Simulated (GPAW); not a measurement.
# AlN (P6_3mc) in GPAW: further runs

The runs below take AlN through equation of state, band structure, with LDA, PBEsol, r2SCAN.

Everything below comes from runs of GPAW 26.7.0. Logs are shortened: lines on timing, memory, paths and dates and some standing lists are left out, and cuts for length are marked. The log counts tension as positive stress, the text compression.

**Experimental background.**

“Structural and optical properties of self-assembled AlN nanowires grown on SiO2/Si substrates by molecular beam epitaxy”, 2024, arxiv:2402.00216 quotes, for a bulk crystal of AlN at 0 K: band gap 6.0343 eV (an exciton energy, a little under the gap).

How close the calculation comes is told below.

**1. The crystal as given**

The structure is hexagonal, space group P6_3mc (No. 186). The conventional cell has a = 3.113 Å, b = 3.113 Å, c = 4.981 Å, α = 90.00°, β = 90.00°, γ = 120.00°. Around Al (site symmetry 3m) lie 4 N at 1.89 Å. Around N (site symmetry 3m) lie 4 Al at 1.89 Å.

**2. Equation of state, LDA**

Contents of run.py:

```python
from ase import Atoms
from ase.eos import EquationOfState
from ase.io import Trajectory
from ase.units import GPa
from gpaw import GPAW, PW

atoms = Atoms(['Al', 'Al', 'N', 'N'],
              cell=[[3.113, 0.0, 0.0],
                    [-1.5565, 2.695937082, 0.0],
                    [0.0, 0.0, 4.981]],
              scaled_positions=[[0.6666666667, 0.3333333333, 0.5],
                                [0.3333333333, 0.6666666667, 0.0],
                                [0.6666666667, 0.3333333333, 0.88],
                                [0.3333333333, 0.6666666667, 0.38]],
              pbc=True)

traj = Trajectory('eos.traj', 'w')
volumes, energies = [], []
for x in [0.94, 0.96, 0.98, 1.0, 1.02, 1.04, 1.06]:
    a = atoms.copy()
    a.set_cell(atoms.cell * x**(1 / 3), scale_atoms=True)
    calc = GPAW(mode=PW(800),
                xc='LDA',
                kpts={'size': (8, 8, 5), 'gamma': True},
                occupations={'name': 'fermi-dirac', 'width': 0.05},
                nbands=18,
                convergence={'density': 1e-05, 'energy': 1e-05},
                maxiter=150,
                txt=f'eos-{x:.2f}.txt')
    a.calc = calc
    energies.append(a.get_potential_energy(force_consistent=True))
    volumes.append(a.get_volume())
    p = -a.get_stress()[:3].mean() / GPa
    calc.write(f'eos-{x:.2f}.gpw')
    traj.write(a)
    print(f'{x:.2f} {volumes[-1]:10.4f} A^3 {energies[-1]:14.6f} eV {p:9.3f} GPa', flush=True)

v0, e0, B = EquationOfState(volumes, energies, eos='birchmurnaghan').fit()
print(f'V0 = {v0:.4f} A^3, E0 = {e0:.6f} eV, B0 = {B / GPa:.2f} GPa')
```

Potentials or basis: the program's PAW data sets (release 1.2.1) made for this functional, pw.

On the command line:

```console
> OMP_NUM_THREADS=1 python run.py
```

Output:

```text
__  _  _
 | _ |_)|_||  |
 |__||  | ||/\| - 26.7.0

Input parameters:
  mode=PW(ecut=800.0),
  convergence={'density': 1e-05, 'energy': 1e-05},
  kpts=MonkhorstPack(size=(8, 8, 5), gamma=True),
  maxiter=150,
  nbands=18,
  occupations=Occupations(name='fermi-dirac', width=0.05),
  xc=XC(name='LDA')

Diagonalizing LCAO Hamiltonian
Converting LCAO to pw mode

           N

           Al
        N

        Al

Atoms  # Å, Bohr magnetons
|   | symbol |         x |        y |        z |    initial magnetic moments |
|---|--------|-----------|----------|----------|-----------------------------|
| 0 |     Al |  1.524726 | 0.880301 | 2.439659 | ( 0.0000,  0.0000,  0.0000) |
| 1 |     Al | -0.000000 | 1.760602 | 0.000000 | ( 0.0000,  0.0000,  0.0000) |
| 2 |      N |  1.524726 | 0.880301 | 4.293800 | ( 0.0000,  0.0000,  0.0000) |
| 3 |      N | -0.000000 | 1.760602 | 1.854141 | ( 0.0000,  0.0000,  0.0000) |

Unit cell  # Å
| periodic |         x |        y |        z |  lengths |     angles |
|----------|-----------|----------|----------|----------|------------|
|      yes |  3.049452 | 0.000000 | 0.000000 | 3.049452 |  90.000000 |
|      yes | -1.524726 | 2.640903 | 0.000000 | 3.049452 |  90.000000 |
|      yes |  0.000000 | 0.000000 | 4.879318 | 4.879318 | 120.000000 |

Number of symmetries: 6
Symmetry operations  # r_c * U_cc + t_c -> r_c
|   | kind |            matrix            |
|---|------|------------------------------|
| 0 |  σ   |  1, 1, 0,  0,-1, 0,  0, 0, 1 |
| 1 |  E   |  1, 0, 0,  0, 1, 0,  0, 0, 1 |
| 2 |  C3  |  0, 1, 0, -1,-1, 0,  0, 0, 1 |
| 3 |  σ   |  0,-1, 0, -1, 0, 0,  0, 0, 1 |
| 4 |  σ   | -1, 0, 0,  1, 1, 0,  0, 0, 1 |
| 5 |  C3  | -1,-1, 0,  1, 0, 0,  0, 0, 1 |

BZ-sampling:
  Number of BZ points: 320
  Number of IBZ points: 40

  Monkhorst-Pack size: [8, 8, 5]
  Monkhorst-Pack shift: [0.0625, 0.0625, 0.0]

K-points  # in reciprocal-cell coordinates
|     |                                coordinates |     weight |
|-----|--------------------------------------------|------------|
|   0 | (  0.00000000,   0.00000000,   0.00000000) | 0.00312500 |
|   1 | (  0.00000000,   0.00000000,   0.20000000) | 0.00625000 |
|   2 | (  0.00000000,   0.00000000,   0.40000000) | 0.00625000 |
|   3 | (  0.12500000,   0.00000000,  -0.40000000) | 0.01875000 |
|   4 | (  0.12500000,   0.00000000,  -0.20000000) | 0.01875000 |
|   5 | (  0.12500000,   0.00000000,   0.00000000) | 0.01875000 |
|   6 | (  0.12500000,   0.00000000,   0.20000000) | 0.01875000 |
|   7 | (  0.12500000,   0.00000000,   0.40000000) | 0.01875000 |
|   8 | (  0.25000000,  -0.12500000,   0.00000000) | 0.01875000 |
|   9 | (  0.25000000,  -0.12500000,   0.20000000) | 0.03750000 |
| ... |                                            |            |
|  39 | (  0.50000000,   0.50000000,   0.40000000) | 0.01875000 |

Plane wave coefficients: 2038
Cutoff: 800.0 eV

Spin-components: 1 (collinear spins)
Bands:           18
Projectors:      20
Spin-degeneracy: 2
Datatype:        complex128

Parallelization:
  kpt:    1
  domain: 1
  band:   1

Density:
  Valence electrons: 16.0
  Components: 1
  Grid points: [20 20 32]
  Charge: 0.0  # |e|

Potential:
  Grid points: [20 20 32]

species:
  Al:
    name:    Aluminium
    Z:       13.0
    valence: 3
    core:    10
    charge:  0.0  # [|e|]
    compensation charges:
      type: gauss
      rc: 0.34  # [Å]
      lmax: 2
    cutoffs:
      filter: 1.91  # [Å]
      core: 2.36  # [Å]
    projectors
    | kind |    occ | energy [eV] | rcut [Å] |
    |------|--------|-------------|----------|
    |   3s |  2.000 |      -7.830 |    1.085 |
    |   3p |  1.000 |      -2.783 |    1.085 |
    |    s |        |      19.382 |    1.085 |
    |    p |        |      24.428 |    1.085 |
    |    d |        |       0.000 |    1.085 |

    Using partial waves for Al as LCAO basis

  N:
    name:    Nitrogen
    Z:       7.0
    valence: 5
    core:    2
    charge:  0.0  # [|e|]
    compensation charges:
      type: gauss
      rc: 0.18  # [Å]
      lmax: 2
    cutoffs:
      filter: 1.11  # [Å]
      core: 0.96  # [Å]
    projectors
    | kind |    occ | energy [eV] | rcut [Å] |
    |------|--------|-------------|----------|
    |   2s |  2.000 |     -18.420 |    0.603 |
    |   2p |  3.000 |      -7.237 |    0.529 |
    |    s |        |       8.791 |    0.603 |
    |    p |        |      19.974 |    0.529 |
    |    d |        |       0.000 |    0.577 |

    Using partial waves for N as LCAO basis

Reference energy: -16098.591502  # eV

eigensolver:
  PPCG
  Converge bands: occupied
  niter=2

density mixing:
  MSR1-Mixer
  Pratt-step length: 0.05
  Maximum mixing coefficient: 0.75
  Old densities: 10
  SVD Regularization: 0.005
  Good broyden scale: 1.0
  Trust region scale: 1.0
  Backstep threshold: 4.0
  History deletion threshold: 6.0
  Fourier metric: weight=20.0, sigma=0.015

occupation numbers:
  Fermi-Dirac:
    width: 0.0500  # eV

poisson solver:
  ecut: 6400.0  # eV

xc functional:
  name: None

convergence criteria:
- Maximum integral of absolute [dens]ity change: 1e-05 electrons / valence electron
- Maximum [total energy] change in last 3 cyles: 1e-05 eV / valence electron
- Maximum integral of absolute [eigenst]ate change: 4e-08 eV^2 / valence electron
maximum number of iterations: 150

SCF iterations
|iter     | |      energy | eigst |  dens |
|---------|-|-------------|-------|-------|
|iter:   1| |  -37.308045 | -0.23 |       |
|iter:   2| |  -36.199124 | -2.03 | -0.55 |
|iter:   3| |  -32.829825 | -0.76 | -0.60 |
|iter:   4| |  -32.808968 | -2.86 | -1.26 |
|iter:   5| |  -32.806545 | -3.49 | -1.58 |
|iter:   6| |  -32.806599 | -5.94 | -2.74 |
|iter:   7| |  -32.806609c| -6.57 | -3.16 |
|iter:   8| |  -32.806609c| -7.92c| -4.30 |
|iter:   9| |  -32.806609c| -7.58c| -4.62 |
|iter:  10| |  -32.806609c| -8.58c| -5.12c|

Converged in 10 steps
Energy contributions relative to reference atoms: (reference = -16098.591502)

Energy contributions:
  Kinetic:          48.107697
  Coulomb:         -40.740847
  Zero:              0.150908
  External:          0.000000
  Xc:              -40.324367
  Entropy:          -0.000000
  Spinorbit:         0.000000
  ----------------------------
  Free energy:     -32.806609
  Extrapolated:    -32.806609

dipole moment: (-0.000000, -0.000001, -6.631816)  # |e|*Ang

Fermi level: 7.365
Eigenvalues  # (at kpt = [0.000, 0.000, 0.000])
| band index |      eig [eV] | occ [0-2] |
|------------|---------------|-----------|
|          0 |        -8.940 |     2.000 |
|          1 |        -6.515 |     2.000 |
|          2 |         0.137 |     2.000 |
|          3 |         5.587 |     2.000 |
|          4 |         5.587 |     2.000 |
|          5 |         6.259 |     2.000 |
[... 8 lines left out ...]
|         14 |        20.024 |     0.000 |
|         15 |        20.031 |     0.000 |
|        ... |               |           |
|         17 |        21.584 |     0.000 |

Gap: 4.841 eV
Transition (v -> c):
  (s=0, k=0, n=7, [0.00, 0.00, 0.00]) -> (s=0, k=0, n=8, [0.00, 0.00, 0.00])
No difference between direct/indirect transitions

Stress tensor  # eV/Ang^3
|         x |         y |         z |
|-----------|-----------|-----------|
| -0.059945 |  0.000000 |  0.000000 |
|  0.000000 | -0.059945 |  0.000000 |
|  0.000000 |  0.000000 | -0.068140 |

# Writing to eos-0.94.gpw (mode='')
```

It took 2.8 min on 1 thread of Arm Neoverse V2, shared host; peak memory 0.3 GiB.

What came out:

```yaml
Equilibrium_volume: 10.29 Å³/atom
Bulk_modulus_at_fixed_shape_and_positions: 213 GPa
Pressure_derivative_of_the_bulk_modulus: 4.0
```

Energy against volume, from the lowest point:
| volume (Å³/atom) | energy (meV/atom) |
| --- | --- |
| 9.824 | 14.96 |
| 10.033 | 4.26 |
| 10.242 | 0.00 |
| 10.451 | 1.48 |
| 10.660 | 8.20 |
| 10.869 | 19.74 |
| 11.078 | 35.41 |

Caveat: the cell was scaled at fixed shape and fractional positions, which overstates the stiffness of a crystal with free parameters, most of all of layers and chains.

**3. Equation of state, PBEsol**

Changes to run.py since step 2:

```diff
@@ -4,3 +4,5 @@
 from ase.units import GPa
-from gpaw import GPAW, PW
+from gpaw import GPAW, PW, setup_paths
+
+setup_paths.insert(0, '.')
 
@@ -22,3 +24,3 @@
     calc = GPAW(mode=PW(800),
-                xc='LDA',
+                xc='PBEsol',
                 kpts={'size': (8, 8, 5), 'gamma': True},
```

Potentials or basis: PAW data sets generated in the run's folder for this functional, pw.

On the command line:

```console
> gpaw-setup -f PBEsol Al N
> OMP_NUM_THREADS=1 python run.py
```

Output:

```text
__  _  _
 | _ |_)|_||  |
 |__||  | ||/\| - 26.7.0

Input parameters:
  mode=PW(ecut=800.0),
  convergence={'density': 1e-05, 'energy': 1e-05},
  kpts=MonkhorstPack(size=(8, 8, 5), gamma=True),
  maxiter=150,
  nbands=18,
  occupations=Occupations(name='fermi-dirac', width=0.05),
  xc=XC(name='PBEsol')

Diagonalizing LCAO Hamiltonian
Converting LCAO to pw mode

           N

           Al
        N

        Al

Atoms  # Å, Bohr magnetons
|   | symbol |         x |        y |        z |    initial magnetic moments |
|---|--------|-----------|----------|----------|-----------------------------|
| 0 |     Al |  1.524726 | 0.880301 | 2.439659 | ( 0.0000,  0.0000,  0.0000) |
| 1 |     Al | -0.000000 | 1.760602 | 0.000000 | ( 0.0000,  0.0000,  0.0000) |
| 2 |      N |  1.524726 | 0.880301 | 4.293800 | ( 0.0000,  0.0000,  0.0000) |
[... 157 lines left out ...]
|iter:   5| |  -31.112545 | -3.43 | -1.58 |
|iter:   6| |  -31.112619 | -5.69 | -2.80 |
|iter:   7| |  -31.112632c| -6.51 | -3.21 |
|iter:   8| |  -31.112632c| -7.99c| -4.32 |
|iter:   9| |  -31.112632c| -7.68c| -4.66 |
|iter:  10| |  -31.112632c| -8.60c| -5.12c|

Converged in 10 steps
Energy contributions relative to reference atoms: (reference = -16132.195633)

Energy contributions:
  Kinetic:          48.696950
  Coulomb:         -41.371074
  Zero:              0.153504
  External:          0.000000
  Xc:              -38.592012
  Entropy:          -0.000000
  Spinorbit:         0.000000
  ----------------------------
  Free energy:     -31.112632
  Extrapolated:    -31.112632

dipole moment: (-0.000000, -0.000001, -6.594400)  # |e|*Ang

Fermi level: 7.549
Eigenvalues  # (at kpt = [0.000, 0.000, 0.000])
| band index |      eig [eV] | occ [0-2] |
|------------|---------------|-----------|
|          0 |        -8.880 |     2.000 |
|          1 |        -6.490 |     2.000 |
|          2 |         0.313 |     2.000 |
|          3 |         5.779 |     2.000 |
|          4 |         5.779 |     2.000 |
|          5 |         6.453 |     2.000 |
[... 8 lines left out ...]
|         14 |        20.314 |     0.000 |
|         15 |        20.317 |     0.000 |
|        ... |               |           |
|         17 |        21.754 |     0.000 |

Gap: 4.712 eV
Transition (v -> c):
  (s=0, k=0, n=7, [0.00, 0.00, 0.00]) -> (s=0, k=0, n=8, [0.00, 0.00, 0.00])
No difference between direct/indirect transitions

Stress tensor  # eV/Ang^3
|         x |         y |         z |
|-----------|-----------|-----------|
| -0.095434 |  0.000000 | -0.000000 |
|  0.000000 | -0.095434 |  0.000000 |
| -0.000000 |  0.000000 | -0.102118 |

# Writing to eos-0.94.gpw (mode='')
```

stdout:

```text
0.94    39.2946 A^3     -31.112632 eV    15.647 GPa
0.96    40.1307 A^3     -31.183993 eV    10.314 GPa
0.98    40.9667 A^3     -31.228578 eV     5.481 GPa
1.00    41.8028 A^3     -31.249237 eV     1.106 GPa
1.02    42.6389 A^3     -31.247973 eV    -2.860 GPa
1.04    43.4749 A^3     -31.226634 eV    -6.459 GPa
1.06    44.3110 A^3     -31.187842 eV    -9.711 GPa
V0 = 42.1647 A^3, E0 = -31.251169 eV, B0 = 202.01 GPa
```

Run time: 3 min. Hardware: 1 thread of Arm Neoverse V2, shared host; peak memory 0.29 GiB.

What came out:

```
Equilibrium volume                        : 10.54 Å³/atom
Bulk modulus at fixed shape and positions : 202 GPa
Pressure derivative of the bulk modulus   : 4.0
```

Energy against volume, from the lowest point:
```
volume (Å³/atom)  energy (meV/atom)
           9.824              34.15
          10.033              16.31
          10.242               5.16
          10.451               0.00
          10.660               0.32
          10.869               5.65
          11.078              15.35
```

Caveat: the cell was scaled at fixed shape and fractional positions, which overstates the stiffness of a crystal with free parameters, most of all of layers and chains.

**4. Band structure, r2SCAN**

Contents of run.py:

```python
from ase import Atoms
from ase.dft.bandgap import bandgap
from ase.io import write
from ase.units import GPa
from gpaw import GPAW, PW

atoms = Atoms(['Al', 'Al', 'N', 'N'],
              cell=[[3.113, 0.0, 0.0],
                    [-1.5565, 2.695937082, 0.0],
                    [0.0, 0.0, 4.981]],
              scaled_positions=[[0.6666666667, 0.3333333333, 0.5],
                                [0.3333333333, 0.6666666667, 0.0],
                                [0.6666666667, 0.3333333333, 0.88],
                                [0.3333333333, 0.6666666667, 0.38]],
              pbc=True)

calc = GPAW(mode=PW(800),
            xc='MGGA_X_R2SCAN+MGGA_C_R2SCAN',
            kpts={'size': (8, 8, 5), 'gamma': True},
            occupations={'name': 'fermi-dirac', 'width': 0.05},
            nbands=18,
            convergence={'density': 1e-05, 'energy': 1e-05},
            maxiter=150,
            txt='gpaw.txt')
atoms.calc = calc
energy = atoms.get_potential_energy()
forces = atoms.get_forces()
stress = atoms.get_stress()
calc.write('gs.gpw')
write('result.traj', atoms)
print(f'Energy: {energy:.6f} eV')
print('Forces (eV/A):')
print(forces.round(4))
print('Stress (GPa):', (stress / GPa).round(3))
print('Fermi level:', round(calc.get_fermi_level(), 4), 'eV')
print(f'Gap: {bandgap(calc)[0]:.4f} eV, direct: {bandgap(calc, direct=True)[0]:.4f} eV')

path = atoms.cell.bandpath('GMKGALHA,LM,KH', npoints=80, eps=1e-4)
bs_calc = calc.fixed_density(kpts=path, symmetry='off', nbands=29,
                             convergence={'bands': 'CBM+6.0', 'eigenstates': 1e-6}, txt='bands.txt')
bs = bs_calc.band_structure()
bs.write('bs.json')
print(f'Gap on the path: {bandgap(bs_calc)[0]:.4f} eV')
```

Potentials or basis: GPAW PAW data sets (gpaw-data 1.2.1), pw.

On the command line:

```console
> OMP_NUM_THREADS=1 python run.py
```

It took 3.2 min on 1 thread of Arm Neoverse V2, shared host; peak memory 0.38 GiB.

Results (log left out):

- Free energy: -38.1788 eV
- Pressure: -0.3 GPa
- Largest force: 0.129 eV/Å
- Band gap on the k mesh: 4.95 eV, direct
- Band gap along the path: 4.95 eV, direct

Forces in eV/Å, atoms in the order of the input:
```
Al   0.000  0.000 -0.122
Al   0.000  0.000 -0.123
N    0.000  0.000  0.129
N    0.000  0.000  0.127
```

Stress tensor (GPa, compression positive):
```
-0.91  0.00  0.00
 0.00 -0.91  0.00
 0.00  0.00  0.85
```

Levels at the corners of the path, in eV from the valence-band top:
| point | band 6 | band 7 | band 8 | band 9 | band 10 | band 11 |
| --- | --- | --- | --- | --- | --- | --- |
| Γ | -0.19 | -0.19 | 0.00 | 4.95 | 7.54 | 11.62 |
| M | -2.12 | -1.76 | -0.68 | 6.50 | 6.59 | 9.08 |
| K | -2.47 | -2.40 | -2.40 | 5.74 | 9.17 | 10.62 |
| Γ | -0.19 | -0.19 | 0.00 | 4.95 | 7.54 | 11.62 |
| A | -0.54 | -0.54 | -0.53 | 7.26 | 7.26 | 11.35 |
| L | -1.47 | -1.38 | -1.38 | 6.04 | 6.04 | 10.19 |
| H | -3.88 | -0.80 | -0.80 | 8.19 | 8.19 | 8.71 |
| A | -0.54 | -0.54 | -0.53 | 7.26 | 7.26 | 11.35 |
| L | -1.47 | -1.38 | -1.38 | 6.04 | 6.04 | 10.19 |
| M | -2.12 | -1.76 | -0.68 | 6.50 | 6.59 | 9.08 |
| K | -2.47 | -2.40 | -2.40 | 5.74 | 9.17 | 10.62 |
| H | -3.88 | -0.80 | -0.80 | 8.19 | 8.19 | 8.71 |

Caveat: the PAW data sets were made with another functional, which shifts forces and pressure a little.

**5. Summary**

| task | level | potentials or basis | band path | band points | V0 of scaled cells (Å³/atom) | B0 (GPa) |
| --- | --- | --- | --- | --- | --- | --- |
| equation of state | LDA | the program's PAW data sets (release 1.2.1) made for this functional, pw | - | - | 10.29 | 213 |
| equation of state | PBEsol | PAW data sets generated in the run's folder for this functional, pw | - | - | 10.54 | 202 |
| band structure | r2SCAN | GPAW PAW data sets (gpaw-data 1.2.1), pw | GMKGALHA,LM,KH | 80 | - | - |

Alike in all rows: no spin polarisation; cell as given; k mesh 8 × 8 × 5; cutoff (eV) 800; smearing fermi-dirac 0.05 eV.

Caveats: the cell was scaled at fixed shape and fractional positions, which overstates the stiffness of a crystal with free parameters, most of all of layers and chains (some runs); the PAW data sets were made with another functional, which shifts forces and pressure a little (some runs).

Absolute energies hang on the potentials; compare differences alone.

**6. Against experiment**

Step 4. A measured gap of AlN is 6.0343 eV (an exciton energy, a little under the gap; 0 K; quoted in “Structural and optical properties of self-assembled AlN nanowires grown on SiO2/Si substrates by molecular beam epitaxy”, 2024, arxiv:2402.00216); the calculated 4.95 eV misses it by -1.09 eV. 2 values of this kind are on record (6.034 to 6.0343 eV); this one was drawn at random. The value is that of r2SCAN, without temperature or zero-point motion.
